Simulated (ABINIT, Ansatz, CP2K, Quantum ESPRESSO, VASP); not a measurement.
TiSi2: programs and potentials compared

```
Ti Si
1.0
     4.37464    0.00000    0.00000
    -2.18732    3.78855    0.00000
     0.00000    0.00000    2.56101
Ti Si
1 2
Direct
  0.00000 0.00000 0.00000
  0.33333 0.66667 0.50000
  0.66667 0.33333 0.50000
```

The cell comes from a database or a generator and needn't be the stable form of this composition.

Alike in all runs: task single point; functional PBE; k mesh 7 × 7 × 10; occupations fermi-dirac, width 0.05 eV; no spin polarisation; no spin-orbit coupling. Pressure is positive in compression and, in plane waves, holds the error of the finite cutoff.

```
                                                      program and potentials  plane-wave cutoff (eV)         notes  pressure (GPa)
CP2K, POTENTIAL_UZH Ti GTH-PBE-q12, Si GTH-PBE-q4; TZVP-MOLOPT-PBE-GTH basis                       -  atomic basis           -0.47
                                                    ABINIT, JTH PAW PBE v2.0                     408             -           -0.02
                                       VASP, PBE PAW files Si, Ti_sv, 520 eV                     520             -           -0.25
                                   Quantum ESPRESSO, SSSP 1.3 efficiency PBE                     748             -           -0.18
                              Ansatz, all-electron LAPW, scalar-relativistic                       -             -           -0.18
```

The pressure spans -0.47 (CP2K, POTENTIAL_UZH Ti GTH-PBE-q12, Si GTH-PBE-q4; TZVP-MOLOPT-PBE-GTH basis) to -0.02 GPa (ABINIT, JTH PAW PBE v2.0), with all-electron results at -0.18. Rows in atomic bases carry the error of their basis and grid, which can be large.

Differences between rows come from potentials, basis sets and numerical settings, since the functional is the same but for its coding. Runs on potential files found faulty are left out.
